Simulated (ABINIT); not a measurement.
A calculation with ABINIT 10.8.3 (patched build) of Sb (ASE script, structure typed inline):

The input run.py:

```python
import json, os
import numpy as np
from ase.units import GPa
from ase.calculators.abinit import Abinit, AbinitProfile
from ase import Atoms

atoms = Atoms(['Sb', 'Sb'],
              cell=[[2.1542, 1.2437279499, 3.758], [-2.1542, 1.2437279499, 3.758], [0.0, -2.4874558998, 3.758]],
              scaled_positions=[[0.76651, 0.76651, 0.76651], [0.23349, 0.23349, 0.23349]],
              pbc=True)

profile = AbinitProfile(command='abinit', pp_paths=[os.path.abspath('pseudos')])
params = dict(
    pps='pawxml', xc='PBE',
    ecut=435.3822,
    pawecutdg=870.7644,
    kptopt=1,
    ngkpt=[8, 8, 8],
    nshiftk=1,
    shiftk=[0.0, 0.0, 0.0],
    ixc=11,
    nband=19,
    occopt=3,
    tsmear=0.05,
    nstep=100,
    tolvrs=1e-09,
    prtwf=0,
    prtden=0,
)

atoms.calc = Abinit(profile=profile, directory='run', **params)
energy = atoms.get_potential_energy()
forces = atoms.get_forces()
stress = atoms.get_stress()
print(f'energy {energy:.6f} eV')
print('forces (eV/A)')
print(np.round(forces, 5))
print('stress (GPa, Voigt, tension positive)', np.round(stress / GPa, 4))
json.dump(dict(energy=energy, forces=forces.tolist(), stress=stress.tolist(), cell=atoms.cell.tolist(), frac=atoms.get_scaled_positions(wrap=False).tolist()), open('results.json', 'w'))
```

Potentials or basis: JTH PAW PBE v2.0.

The run is started by

```bash
$ python run.py
```

Write the same calculation in another form: native input, structure typed inline.

As run:

run.abi

```
# Pseudopotentials
pp_dirpath "./"
pseudos "Sb.GGA_PBE-JTH.xml"

# Structure
acell 4.5066618304 4.5066618304 4.5066618304 Angstrom
rprim
     0.4780034715     0.2759754330     0.8338766345
    -0.4780034715     0.2759754330     0.8338766345
     0.0000000000    -0.5519508659     0.8338766345
ntypat 1
znucl 51
natom 2
typat 1 1
xred
     0.7665100000     0.7665100000     0.7665100000
     0.2334900000     0.2334900000     0.2334900000

# Plane-wave basis
ecut 435.382180 eV
pawecutdg 32.0

# k points
kptopt 1
ngkpt 8 8 8
nshiftk 1
shiftk 0.0 0.0 0.0

# Exchange and correlation
ixc 11

# Bands and occupations
nband 19
occopt 3
tsmear 0.05 eV

# SCF cycle
nstep 100
tolvrs 1.0e-9

# Output
iomode 3
prtwf 0
prtden 0
prteig 0
prtebands 0
```

Potentials or basis: JTH PAW PBE v2.0.

Run with:

```console
$ abinit run.abi > log 2>&1
```

Both were run:

|  | ASE script, structure typed inline | native input, structure typed inline |
| --- | --- | --- |
| Pressure | 2.6 GPa | 2.6 GPa |
| Largest force | 0.170 eV/Å | 0.170 eV/Å |
| Band gap on the k mesh | none (metal or under the smearing width) | none (metal or under the smearing width) |
| Valence electrons inside the program's atomic spheres | Sb 12.44 (radii [1.2705] Å) | Sb 12.44 (radii [1.2705] Å) |

Keys that steer only the numerical path or the files written may differ.
